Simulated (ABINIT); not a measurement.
**In: single point with PBEsol**

The system is In.

```
In
1.0
     3.33548    0.00000    0.00000
    -1.66774    2.88861    0.00000
     0.00000    0.00000    5.50914
In
2
Direct
  0.66667 0.33333 0.75000
  0.33333 0.66667 0.25000
```

This isn't the form of In at room conditions, which is tetragonal.

| Property | Result |
| --- | --- |
| Program | ABINIT 10.8.3 (patched build) |
| Task | single point |
| Functional | PBEsol |
| Potentials or basis | JTH PAW PBE v2.0 |
| Cutoff | 707 eV |
| k mesh | 9 × 9 × 5 |
| Occupations | fermi-dirac, width 0.05 eV |
| Spin | no spin polarisation |

| Property | Result |
| --- | --- |
| Pressure | -2.0 GPa |
| Band gap on the k mesh | none (metal or under the smearing width) |
| Valence electrons inside the program's atomic spheres | In 11.10 (radii [1.3264] Å) |

Stress tensor (GPa, compression positive):
```
-1.89  0.00  0.00
 0.00 -1.89  0.00
 0.00  0.00 -2.09
```

Levels at points of the mesh, in eV from the Fermi level:
```tsv
k point	band 11	band 12	band 13	band 14	band 15	band 16
(0.00, 0.00, 0.00)	-9.51	-4.50	-3.41	8.32	8.32	10.12
```

It took 35 s on 1 thread of Intel(R) Xeon(R) Platinum 8375C CPU @ 2.90GHz (Ice Lake), on a shared host, peak memory 0.14 GiB.

Caveat: the PAW data sets were made with another functional, which shifts forces and pressure a little.
